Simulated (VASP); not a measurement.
# ZnS (P6_3mc) in VASP: a series of runs

The runs below take ZnS through single point, with SVWN5, PBE, r2SCAN.

Program: VASP 6.6.1. These are calculated values, not measurements. Logs are shortened: lines on timing, memory, paths and dates and some standing lists are left out, and cuts for length are marked.

**What was measured.**

A printed reference work, monograph reports, for a bulk crystal of ZnS at 4 K: band gap 3.911 eV (direct).

The results are compared with them further down.

### 1 The cell of the first run

The structure is hexagonal, space group P6_3mc (No. 186). The conventional cell has a = 3.898 Å, b = 3.898 Å, c = 12.766 Å, α = 90.00°, β = 90.00°, γ = 120.00°. Within 3.2 Å of Zn (site symmetry 3m) lie 4 S at 2.39 Å. Zn (site symmetry 3m) has 4 S at 2.39 Å within 3.2 Å. S (site symmetry 3m) has 4 Zn at 2.39 Å within 3.2 Å. S (site symmetry 3m) has 4 Zn at 2.39 Å within 3.2 Å.

### 2 Single point, SVWN5

INCAR reads:

```
PREC = Accurate
ENCUT = 520
EDIFF = 1E-6
ISMEAR = -1
SIGMA = 0.05
LREAL = F
LASPH = T
NELM = 60
ALGO = Normal
ISIF = 2
LWAVE = F
LCHARG = F
GGA = VW
NBANDS = 46
```

KPOINTS reads:

```
regular mesh
0
Gamma
  8 8 3
```

POSCAR reads:

```
ZnS
1.0
    3.8976739363      0.0000000000      0.0000000000
   -1.9488369681      3.3754846444      0.0000000000
    0.0000000000      0.0000000000     12.7655525367
Zn S
4 4
Direct
    0.6666666667      0.3333333333      0.7500000000
    0.3333333333      0.6666666667      0.2500000000
    0.0000000000      0.0000000000      0.5000000000
    0.0000000000      0.0000000000      0.0000000000
    0.6666666667      0.3333333333      0.9375000000
    0.3333333333      0.6666666667      0.4375000000
    0.0000000000      0.0000000000      0.6875000000
    0.0000000000      0.0000000000      0.1875000000
```

Potentials or basis: VASP PAW PBE potentials, release 64 (Zn, S).

Command:

```sh
$ cat potpaw_PBE.64/Zn/POTCAR potpaw_PBE.64/S/POTCAR > POTCAR
$ mpirun -np 1 vasp_std > vasp.out
```

OUTCAR:

```text
PREC = Accurate
   ENCUT = 520
   EDIFF = 1E-6
   ISMEAR = -1
   LREAL = F
   LASPH = T
   NELM = 60
   ISIF = 2
   GGA = VW

 ion  position               nearest neighbor table
   1  0.667  0.333  0.750-   7 2.39   7 2.39   7 2.39   5 2.39
   2  0.333  0.667  0.250-   8 2.39   8 2.39   8 2.39   6 2.39
   3  0.000  0.000  0.500-   6 2.39   6 2.39   6 2.39   7 2.39
   4  0.000  0.000  0.000-   5 2.39   5 2.39   5 2.39   8 2.39
   5  0.667  0.333  0.938-   4 2.39   4 2.39   4 2.39   1 2.39
   6  0.333  0.667  0.438-   3 2.39   3 2.39   3 2.39   2 2.39
   7  0.000  0.000  0.688-   1 2.39   1 2.39   1 2.39   3 2.39
   8  0.000  0.000  0.188-   2 2.39   2 2.39   2 2.39   4 2.39

  LATTYP: Found a hexagonal cell.
 ALAT       =     3.8976739363
 C/A-ratio  =     3.2751719988

  Lattice vectors:

 A1 = (   3.8976739363,   0.0000000000,   0.0000000000)
 A2 = (  -1.9488369681,   3.3754846444,   0.0000000000)
 A3 = (   0.0000000000,   0.0000000000,  12.7655525367)

Analysis of symmetry for initial positions (statically):
=====================================================================
 Subroutine PRICEL returns:
 Original cell was already a primitive cell.

 Routine SETGRP: Setting up the symmetry group for a
 hexagonal supercell.

 Subroutine GETGRP returns: Found 12 space group operations
 (whereof  6 operations were pure point group operations)
 out of a pool of 24 trial point group operations.

The static configuration has the point symmetry C_3v.
 The point group associated with its full space group is C_6v.

Analysis of symmetry for dynamics (positions and initial velocities):
=====================================================================
 Subroutine PRICEL returns:
 Original cell was already a primitive cell.

 Routine SETGRP: Setting up the symmetry group for a
 hexagonal supercell.

 Subroutine GETGRP returns: Found 12 space group operations
 (whereof  6 operations were pure point group operations)
 out of a pool of 24 trial point group operations.

The dynamic configuration has the point symmetry C_3v.
 The point group associated with its full space group is C_6v.

 Subroutine INISYM returns: Found 12 space group operations
 (whereof  6 operations are pure point group operations),
 and found     1 'primitive' translations

----------------------------------------------------------------------------------------

                                     Primitive cell

  volume of cell :     167.9505

  direct lattice vectors                    reciprocal lattice vectors
     3.897673936  0.000000000  0.000000000     0.256563278  0.148126877  0.000000000
    -1.948836968  3.375484644  0.000000000     0.000000000  0.296253755  0.000000000
     0.000000000  0.000000000 12.765552537     0.000000000  0.000000000  0.078335818

  length of vectors
     3.897673936  3.897673936 12.765552537     0.296253755  0.296253755  0.078335818

  position of ions in fractional coordinates (direct lattice)
     0.666666667  0.333333333  0.750000000
     0.333333333  0.666666667  0.250000000
     0.000000000  0.000000000  0.500000000
     0.000000000  0.000000000  0.000000000
     0.666666667  0.333333333  0.937500000
     0.333333333  0.666666667  0.437500000
     0.000000000  0.000000000  0.687500000
     0.000000000  0.000000000  0.187500000

  ion indices of the primitive-cell ions
   primitive index   ion index
                 1           1
                 2           2
                 3           3
                 4           4
                 5           5
                 6           6
                 7           7
                 8           8

----------------------------------------------------------------------------------------

 KPOINTS: regular mesh

Automatic generation of k-mesh.
 Grid dimensions read from file:
 generate k-points for:    8    8    3

 Generating k-lattice:

  Cartesian coordinates                     Fractional coordinates (reciprocal lattice)
     0.032070410  0.018515860  0.000000000     0.125000000  0.000000000  0.000000000
     0.000000000  0.037031719  0.000000000     0.000000000  0.125000000  0.000000000
     0.000000000  0.000000000  0.026111939     0.000000000  0.000000000  0.333333333

  Length of vectors
     0.037031719  0.037031719  0.026111939

  Shift w.r.t. Gamma in fractional coordinates (k-lattice)
     0.000000000  0.000000000  0.000000000

 Subroutine IBZKPT returns following result:
 ===========================================

 Found     20 irreducible k-points:

 Following reciprocal coordinates:
            Coordinates               Weight
  0.000000  0.000000  0.000000      1.000000
  0.125000  0.000000  0.000000      6.000000
  0.250000  0.000000  0.000000      6.000000
  0.375000  0.000000  0.000000      6.000000
  0.500000  0.000000  0.000000      3.000000
  0.125000  0.125000  0.000000      6.000000
[... 12 lines left out ...]
  0.250000  0.250000  0.333333     12.000000
  0.375000  0.250000  0.333333     12.000000
   k-points           NKPTS =     20   k-points in BZ     NKDIM =     20   number of bands    NBANDS=     46
   number of dos      NEDOS =    301   number of ions     NIONS =      8
   total plane-waves  NPLWV =  86400
   dimension x,y,z NGX =    30 NGY =   30 NGZ =   96
   dimension x,y,z NGXF=    60 NGYF=   60 NGZF=  192
   ions per type =               4   4
   NGX,Y,Z   is equivalent  to a cutoff of  12.80, 12.80, 12.50 a.u.
   NGXF,Y,Z  is equivalent  to a cutoff of  25.59, 25.59, 25.00 a.u.
 SYSTEM =  unknown system
   PREC   = accura    normal or accurate (medium, high low for compatibility)
   ISTART =      0    job   : 0-new  1-cont  2-samecut
   ICHARG =      2    charge: 1-file 2-atom 10-const
   ISPIN  =      1    spin polarized calculation?
   LNONCOLLINEAR =      F non collinear calculations
   LSORBIT =      F    spin-orbit coupling
   LASPH  =      T    aspherical Exc in radial PAW
   ENCUT  =  520.0 eV  38.22 Ry    6.18 a.u.   7.25  7.25 23.74*2*pi/ulx,y,z
   NELM   =     60;   NELMIN=  2; NELMDL= -5     # of ELM steps
   EDIFF  = 0.1E-05   stopping-criterion for ELM
   LREAL  =      F    real-space projection
   EDIFFG = 0.1E-04   stopping-criterion for IOM
   NSW    =      0    number of steps for IOM
   IBRION =     -1    ionic relax: 0-MD 1-quasi-New 2-CG
   NFREE  =      0    steps in history (QN), initial steepest desc. (CG)
   ISIF   =      2    stress and relaxation
   ISYM   =      2    0-nonsym 1-usesym 2-fastsym
   POTIM  = 0.5000    time-step for ionic-motion
   TEBEG  =    0.0;   TEEND  =   0.0 temperature during run
   PSTRESS=    0.0 pullay stress
   NELECT =      72.0000    total number of electrons
   NUPDOWN=      -1.0000    fix difference up-down
   EMIN   =  10.00;   EMAX   =-10.00  energy-range for DOS
   EFERMI =   0.00;   METHOD = LEGACY
   ISMEAR =    -1;   SIGMA  =   0.05  broadening in eV -4-tet -1-fermi 0-gaus
   EFERMI_NEDOS =   21; number of points for ismear=-14 and -15
   IALGO  =     38    algorithm
   IMIX   =      4    mixing-type and parameters
     AMIX     =   0.40;   BMIX     =  1.00
     AMIX_MAG =   1.60;   BMIX_MAG =  1.00
  volume/ion in A,a.u.               =      20.99       141.67
  Fermi-wavevector in a.u.,A,eV,Ry     =   1.234408  2.332692 20.732041  1.523762
  Thomas-Fermi vector in A             =   2.369099
   LORBIT       =      0    0 simple, 1 ext, 2 COOP (PROOUT), +10 PAW based schemes
   GGA     = VW    functional components
   LHFCALC =     F    Hartree Fock is set to
   AEXX    =    0.0000 exact exchange contribution
   IVDW    =     0    specifies the selected vdW correction
   LEPSILON=     F    determine dielectric tensor
   LRPA    =     F    only Hartree local field effects (RPA)
 non-spin polarized calculation
  energy-cutoff  :      520.00
  volume of cell :      167.95
 maximum number of plane-waves:      4554
 NGX is ok and might be reduce to    30
   NGX = 15   NGY = 15   NGZ = 47

 number of electron      72.0000037 magnetization

 Free energy of the ion-electron system (eV)
  ---------------------------------------------------
  ext. energy  EPLUGINS =         0.00000000
  ---------------------------------------------------
  free energy    TOTEN  =       -32.05373549 eV

  energy without entropy =      -32.05373549  energy(sigma->0) =      -32.05373549

 E-fermi :   2.1376     XC(G=0):  -9.7496

 val. band max:        1.2856458281   @ k =   0.0000   0.0000   0.0000
 cond. band min:       2.9104937061   @ k =   0.0000   0.0000   0.0000
 fundamental gap:      1.6248478780
 Fermi energy:         2.1375738099

 k-point     1 :       0.0000    0.0000    0.0000
  band No.  band energies     occupation
      1     -11.4418      2.00000
      2     -11.0615      2.00000
      3     -11.0509      2.00000
      4     -10.6017      2.00000
      5      -4.9682      2.00000
      6      -4.9649      2.00000
[... 38 lines left out ...]
     45       7.8444      0.00000
     46       7.8502      0.00000

 k-point     2 :       0.1250    0.0000    0.0000
  band No.  band energies     occupation
      1     -11.3462      2.00000
      2     -10.9831      2.00000
      3     -10.9724      2.00000
      4     -10.5493      2.00000
      5      -4.9683      2.00000
      6      -4.9530      2.00000
[... 38 lines left out ...]
     45       7.8155      0.00000
     46       8.0551      0.00000

 k-point     3 :       0.2500    0.0000    0.0000
  band No.  band energies     occupation
      1     -11.0906      2.00000
      2     -10.7822      2.00000
      3     -10.7718      2.00000
      4     -10.4279      2.00000
      5      -4.9688      2.00000
      6      -4.9424      2.00000
[... 822 lines left out ...]
     45       8.2126      0.00000
     46       8.5579      0.00000

 k-point    20 :       0.3750    0.2500    0.3333
  band No.  band energies     occupation
      1     -10.4550      2.00000
      2     -10.4298      2.00000
      3     -10.3675      2.00000
      4     -10.3470      2.00000
      5      -4.8960      2.00000
      6      -4.8939      2.00000
[... 38 lines left out ...]
     45       8.3622      0.00000
     46       8.6100      0.00000

------------------------ aborting loop because EDIFF is reached ----------------------------------------

  FORCE on cell =-STRESS in cart. coord.  units (eV):
  Direction    XX          YY          ZZ          XY          YZ          ZX
  --------------------------------------------------------------------------------------
  -------------------------------------------------------------------------------------
  Total       -8.2439329     -8.2439329     -8.3621634     -0.0000000      0.0000000      0.0000000
  in kB      -78.6436701    -78.6436701    -79.7715391     -0.0000000      0.0000000      0.0000000
  external PRESSURE =     -79.0196265 kB  Pullay stress =       0.0000000 kB

 VOLUME and BASIS-vectors are now :
 -----------------------------------------------------------------------------
  energy-cutoff  :      520.00
  volume of cell :      167.95
      direct lattice vectors                 reciprocal lattice vectors
     3.897673936  0.000000000  0.000000000     0.256563278  0.148126877  0.000000000
    -1.948836968  3.375484644  0.000000000     0.000000000  0.296253755  0.000000000
     0.000000000  0.000000000 12.765552537     0.000000000  0.000000000  0.078335818

 POSITION                                       TOTAL-FORCE (eV/Angst)
 -----------------------------------------------------------------------------------
      1.94884      1.12516      9.57416        -0.000000      0.000000     -0.002840
     -0.00000      2.25032      3.19139        -0.000000     -0.000000     -0.002840
      0.00000      0.00000      6.38278         0.000000     -0.000000      0.006721
      0.00000      0.00000      0.00000        -0.000000      0.000000      0.006721
      1.94884      1.12516     11.96771        -0.000000      0.000000      0.022616
     -0.00000      2.25032      5.58493         0.000000      0.000000      0.022616
      0.00000      0.00000      8.77632         0.000000     -0.000000     -0.026497
      0.00000      0.00000      2.39354        -0.000000      0.000000     -0.026497
 -----------------------------------------------------------------------------------
    total drift:                               -0.000001     -0.000001     -0.000218

  FREE ENERGIE OF THE ION-ELECTRON SYSTEM (eV)
  ---------------------------------------------------
  free  energy   TOTEN  =       -32.0537354930 eV

  energy  without entropy=      -32.0537354895  energy(sigma->0) =      -32.05373549
```

Wall time 4.5 min (1 thread of Intel Xeon 8259CL, shared host); peak memory 0.29 GiB.

What came out:

```
Free energy            : -32.0537 eV
Pressure               : -7.9 GPa
Largest force          : 0.026 eV/Å
Band gap on the k mesh : 1.62 eV
```

Forces on the atoms (eV/Å):
```
Zn   0.000  0.000 -0.003
Zn   0.000  0.000 -0.003
Zn   0.000  0.000  0.007
Zn   0.000  0.000  0.007
S    0.000  0.000  0.023
S    0.000  0.000  0.023
S    0.000  0.000 -0.026
S    0.000  0.000 -0.026
```

Caveat: the cell stands under tension; the PAW data sets were made with another functional, which shifts forces and pressure a little.

[end of part 1 of 2]
